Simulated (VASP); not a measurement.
TiPt3, 4 atoms in the cell. The structure is cubic, space group Pm-3m (No. 221). Conventional cell: a = 3.897 Å, b = 3.897 Å, c = 3.897 Å, α = 90.00°, β = 90.00°, γ = 90.00°. Around Ti (site symmetry m-3m) lie 12 Pt at 2.76 Å. Around Pt (site symmetry 4/mmm) lie 4 Ti at 2.76 Å and 8 Pt at 2.76 Å. 

| Property | Result |
| --- | --- |
| Program | VASP 6.6.1 |
| Task | relaxation of cell and atoms |
| Functional | PBE |
| Potentials or basis | VASP PAW PBE potentials, release 64 (Ti, Pt) |
| Cutoff | 300 eV |
| k mesh | 5 × 5 × 5 |
| Occupations | methfessel-paxton, width 0.1 eV |
| Spin | no spin polarisation |
| Further INCAR settings | ALGO = Normal; EDIFF = 1e-06; IBRION = 2; EDIFFG = -0.01; NSW = 90; ISIF = 3 |

Potentials or basis: VASP PAW PBE potentials, release 64 (Ti, Pt).

Command:

```bash
$ cat potpaw_PBE.64/Ti/POTCAR potpaw_PBE.64/Pt/POTCAR > POTCAR
$ mpirun -np 1 vasp_std > vasp.out
```

Hardware: 1 thread of Intel(R) Xeon(R) 6975P-C (Granite Rapids), on a shared host.

Question: Estimate the wall time of this run.

Answer: Wall time 46 s on 1 thread of Intel(R) Xeon(R) 6975P-C (Granite Rapids), on a shared host, peak memory 0.13 GiB. Counts: scf iterations 90, k points 10, ion steps 8.
